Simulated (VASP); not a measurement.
A run of VASP 6.6.1 is set up as follows.

INCAR

```
SYSTEM = W
PREC = Accurate ; ENCUT = 520
EDIFF = 1E-7 ; ISMEAR = 0
SIGMA = 0.1 ; LREAL = .False.
LASPH = .True. ; NELM = 120
ALGO = Normal ; ISIF = 3
LWAVE = .False. ; LCHARG = .False.
GGA = PE ; IBRION = 2
NSW = 60 ; EDIFFG = -0.005
POTIM = 0.3 ; KPAR = 4
```

Contents of KPOINTS:

```
regular mesh
0
Gamma
  6 6 6
  0 0 0
```

Contents of POSCAR:

```
W                                       
1.0
    5.0830000000      0.0000000000      0.0000000000
    0.0000000000      5.0830000000      0.0000000000
    0.0000000000      0.0000000000      5.0830000000
  W             
     8
Direct
     0.0000000000000000    0.0000000000000000    0.0000000000000000
     0.5000000000000000    0.5000000000000000    0.5000000000000000
     0.0000000000000000    0.5000000000000000    0.2500000000000000
     0.0000000000000000    0.5000000000000000    0.7500000000000000
     0.2500000000000000    0.0000000000000000    0.5000000000000000
     0.7500000000000000    0.0000000000000000    0.5000000000000000
     0.5000000000000000    0.7500000000000000    0.0000000000000000
     0.5000000000000000    0.2500000000000000    0.0000000000000000
```

Potentials or basis: VASP PAW PBE potentials, release 64 (W_sv).

Command:

```bash
$ cat potpaw_PBE.64/W_sv/POTCAR > POTCAR
$ mpirun -np 4 vasp_std > vasp.out
```

Problem. Predict the band gap on the k mesh.

Solution. None (metal or under the smearing width).

Problem. What does it give for the relaxed volume?

Solution. 16.41 Å³/atom.

Problem. Estimate the space group after relaxing (to 0.05 Å).

Solution. Pm-3n (No. 223).

Problem. What does it give for the relaxed cell?

Solution. a = 5.083 Å, b = 5.083 Å, c = 5.083 Å, α = 90.00°, β = 90.00°, γ = 90.00°.

Final structure:
```xyz
8
Lattice="5.0827 0.0000 0.0000 0.0000 5.0827 0.0000 0.0000 0.0000 5.0827" Properties=species:S:1:pos:R:3 pbc="T T T"
W     0.0000    0.0000    0.0000
W     2.5413    2.5413    2.5413
W     0.0000    2.5413    1.2707
W     0.0000    2.5413    3.8120
W     1.2707    0.0000    2.5413
W     3.8120    0.0000    2.5413
W     2.5413    3.8120    0.0000
W     2.5413    1.2707    0.0000
```

The run has no spin-orbit coupling, so splittings on W are missing.
